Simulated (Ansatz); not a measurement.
(001) slab cut from the bulk of NbAs, I4_1md (No. 109); the slab's formula is NbAs:

```
CELL_PARAMETERS angstrom
3.43931 0.00000 0.00000
0.00000 3.43931 0.00000
0.00000 0.00000 25.64839
ATOMIC_POSITIONS crystal
Nb 0.00000 0.50000 0.29242
As 0.50000 0.50000 0.36858
Nb 0.00000 0.00000 0.40542
As 0.00000 0.50000 0.48158
Nb 0.50000 0.00000 0.51842
As 0.00000 0.00000 0.59458
Nb 0.50000 0.50000 0.63142
As 0.50000 0.00000 0.70758
```

Computed with DFT PBEsol, scalar-relativistic, plane waves, PAW (Ansatz 0.2.0). Plane waves to 420 eV, a k mesh through Γ of 10×10×1 on the computed 8-atom cell and Gaussian smearing (0.10 eV); no spin polarisation. The cell repeats along c with a dipole correction in the vacuum.

**Question.** What forces act on the atoms?

**Answer.**
```
atom Fx (eV/Å) Fy (eV/Å) Fz (eV/Å)
 Nb1      0.000      0.000      1.119
 As2      0.000      0.000     -1.148
 Nb3      0.000      0.000      0.133
 As4      0.000      0.000     -0.026
 Nb5      0.000      0.000     -0.114
 As6      0.000      0.000     -0.176
 Nb7      0.000      0.000      0.387
 As8      0.000      0.000     -0.175
```

Cost: 1 run of about 0.95 core-minutes, on Intel Xeon Platinum 8259CL (Skylake/Cascade Lake) (shared hosts).